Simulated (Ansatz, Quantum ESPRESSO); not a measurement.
# Moving the dispersion correction in Mo

The cell as given:

It takes space group Im-3m (No. 229, cubic). Conventional cell: a = 3.168 Å, b = 3.168 Å, c = 3.168 Å, α = 90.00°, β = 90.00°, γ = 90.00°. Around Mo (site symmetry m-3m) lie 8 Mo at 2.74 Å.

Kept alike: task relaxation of cell and atoms; functional revPBE; k mesh 12 × 12 × 12; occupations fermi-dirac, width 0.05 eV; no spin polarisation. Program: Ansatz, Ansatz PAW, cutoff 420 eV. The mesh is that of the run's cell of 1 atom. No spin-orbit coupling.

| dispersion correction | volume (Å³/atom) |
| --- | --- |
| D3(BJ) | 15.088 |
| D4 | 15.363 |
| none | 15.930 |

The relaxations keep at least the cell's symmetry (Im-3m). For a metal such a mesh leaves the last digits unconverged. Relaxations stop with a little pressure left, so the last digits of a volume or edge aren't settled. All rows use potentials made for PBE.

Q: What does the dispersion correction change here?

A: The volume runs from 15.088 (D3(BJ)) to 15.930 Å³/atom (none). Against no correction: D3(BJ) -5.3 %; D4 -3.6 %. Dispersion terms mostly attract and so lower the volume; the schemes' coefficients and damping set how far. Measured: 15.59 Å³/atom (pmc:5456621, doi:10.3390/ma9100834); nearest D4, 0.23 Å³/atom off. The runs are for a static lattice. A twin series (Quantum ESPRESSO, PseudoDojo 0.4.1 SR PBE standard) moves it by +0.7541 between D3(BJ) and none, against +0.8417 Å³/atom here.
